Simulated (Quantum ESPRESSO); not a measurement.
# GaN in Quantum ESPRESSO: the effect of functional

Crystal: GaN.

```
Ga N
1.0
     0.00000    2.25350    2.25350
     2.25350    0.00000    2.25350
     2.25350    2.25350    0.00000
Ga N
1 1
Direct
  0.00000 0.00000 0.00000
  0.25000 0.25000 0.25000
```

The cell is a database's computed one.

Alike in all runs:

```yaml
Program: Quantum ESPRESSO 7.5
Task: phonons
Cutoff: 762 eV
Density_cutoff: 6095 eV
k_mesh: 8 × 8 × 8, shifted
Occupations: fermi-dirac, width 0.05 eV
Spin: no spin polarisation
```

Each run relaxes the cell or the atoms first.

Problem. One run gave: relaxed volume 11.95 Å³/atom; dielectric constant 6.09 mean; highest phonon frequency 507 cm⁻¹. Which functional did it use?
A. LDA
B. revPBE
C. PBE
D. vdW-DF-cx
E. PW91

Solution. B.

| functional | potentials or basis | relaxed volume (Å³/atom) | dielectric constant (mean) | highest phonon frequency (cm⁻¹) |
| --- | --- | --- | --- | --- |
| LDA | GBRV 1.5 LDA | 11.10 | 5.75 | 552 |
| PBE | GBRV 1.5 PBE | 11.78 | 6.09 | 516 |
| WC | GBRV 1.5 PBE | 11.44 | 6.05 | 534 |
| PW91 | GBRV 1.5 PBE | 11.76 | 6.08 | 517 |
| revPBE | GBRV 1.5 PBE | 11.95 | 6.09 | 507 |
| vdW-DF-cx | GBRV 1.5 PBE | 11.46 | 6.05 | 534 |

Caveats: the potentials were made for another functional, which shifts forces and pressure (some runs); before the sum rule the acoustic modes lie tens of cm⁻¹ from zero, a sign that the density grid also shifts the optical modes (some runs).
